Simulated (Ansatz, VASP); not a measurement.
AgCl (Chlorargyrite): VASP beside Ansatz

Contents of INCAR:

```
SYSTEM = AgCl
PREC = Accurate
ENCUT = 520
EDIFF = 1E-7
ISMEAR = -1
SIGMA = 0.05
LREAL = .FALSE.
LASPH = .TRUE.
NELM = 100
ALGO = Normal
ISIF = 2
LWAVE = .FALSE.
LCHARG = .FALSE.
GGA = PE
NBANDS = 16
```

KPOINTS

```
Automatic mesh
0
G
  7 7 7
  0 0 0
```

POSCAR

```
AgCl
1.0
    0.0000000000      2.7531131106      2.7531131106
    2.7531131106      0.0000000000      2.7531131106
    2.7531131106      2.7531131106      0.0000000000
Ag Cl
1 1
Direct
    0.0000000000      0.0000000000      0.0000000000
    0.5000000000      0.5000000000      0.5000000000
```

input.yaml

```yaml
crystal:
  lattice:
    - [0.0, 2.7531131106, 2.7531131106]
    - [2.7531131106, 0.0, 2.7531131106]
    - [2.7531131106, 2.7531131106, 0.0]
  atoms:
    - { symbol: Ag, position: [0.0, 0.0, 0.0] }
    - { symbol: Cl, position: [0.5, 0.5, 0.5] }
hamiltonian:
  xc: pbe
  pseudopotentials: { kind: paw }
kpoints:
  mp_grid: { grid: [7, 7, 7] }
scf:
  occupations: { method: fermi_dirac, width: 0.05 }
output:
  forces: true
  stress: true
  eigenvalues: true
```

Alike in both runs: task single point; functional PBE; k mesh 7 × 7 × 7; occupations fermi-dirac, width 0.05 eV; no spin polarisation.

|  | VASP | Ansatz |
| --- | --- | --- |
| version | VASP 6.6.1 | Ansatz 0.2.0 |
| potentials or method | VASP PAW PBE potentials, release 64 (Ag, Cl) | Ansatz PAW |
| plane-wave cutoff (eV) | 520 | 420 |
| valence electrons in the cell | 18 | 26 |

```csv
,VASP,Ansatz,Ansatz less VASP
gap on the k mesh at the Fermi level (eV),0.98,0.99,+0.002
least direct gap on the mesh (eV),3.31,3.32,+0.001
pressure (GPa),2.6,2.8,+0.15
```

The two sets of potentials don't hold the same shells in valence.

Caveats: an odd mesh through Γ misses points on the zone boundary, where band edges often lie (VASP); odd divisions of the mesh miss points on the zone boundary, where band edges often lie, so the gap on the mesh can be too wide (Ansatz). Expect the measured gap to be larger: semilocal functionals such as PBE lack the derivative discontinuity.
